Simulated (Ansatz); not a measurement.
An Al vacancy and a N vacancy, 3.63 Å apart on the ideal sites in zincblende AlN, 62 atoms, charge 0

All numbers come from Ansatz (PAW, plane waves, no spin–orbit coupling) at the single k point (¼, ¼, ¼) without its symmetry partners. The atoms were relaxed with PBEsol in a fixed cell; other functionals are single points on those atoms unless said otherwise. The valence top and gap of the host come from its small cell on a dense mesh, with the band extrema sought between the mesh points, lined up by the mean potential, PBEsol gap 3.19 eV, r²SCAN gap 3.94 eV.

Cell: a = 8.755 Å, b = 8.755 Å, c = 8.755 Å, α = 90.00°, β = 90.00°, γ = 90.00°.

Nearest atoms after relaxation, from the placed atom (for vacancies from the middle of the vacant sites): Al at 1.83 Å, Al at 1.83 Å, N at 1.90 Å, N at 1.90 Å, Al at 2.83 Å, N at 2.84 Å, N at 2.85 Å, Al at 2.85 Å.

Chemical potentials μ are those of reference phases of the elements at zero temperature by the same functional (the usual solids, diamond for C, grey Sn, and the molecules H2, N2, O2, F2, Cl2, Br2 and S8).

```
functional  E(defect) − E(host) − Σ nμ + q·E_VBM (eV)  monopole (eV)  alignment (eV)  formation energy at E_F = VBM (eV)  moment (μB)                         wall time, shared host
    PBEsol                                      12.77           0.00            0.00                               12.77          2.0  50 s on 7 threads of Neoverse-V2 (relaxation)
```

**Question.** Estimate the formation energy and moment that r²SCAN gives on these atoms.

**Answer.** 13.41 eV at E_F = VBM, moment 2.0 μB.

r²SCAN one-electron levels near the gap (the ten most localised at most), from the host's valence top:

```tsv
level (eV)	spin	filling	atoms sharing it	element of the atom with most weight
-0.02	up	1.00	9.8	N
0.02	down	1.00	8.6	N
0.02	down	1.00	9.5	N
0.17	up	1.00	5.7	N
0.37	down	1.00	13.6	N
0.51	up	1.00	13.8	Al
1.04	up	1.00	2.1	N
1.47	down	0.90	2.9	N
1.52	down	0.10	3.9	N
1.77	down	0.00	2.9	N
```

All elements are taken at their own reference at once; growth conditions in equilibrium with the host shift these energies, by up to the host's formation enthalpy.

One k point and a cell of this size can leave errors of several tenths of an eV in such numbers.
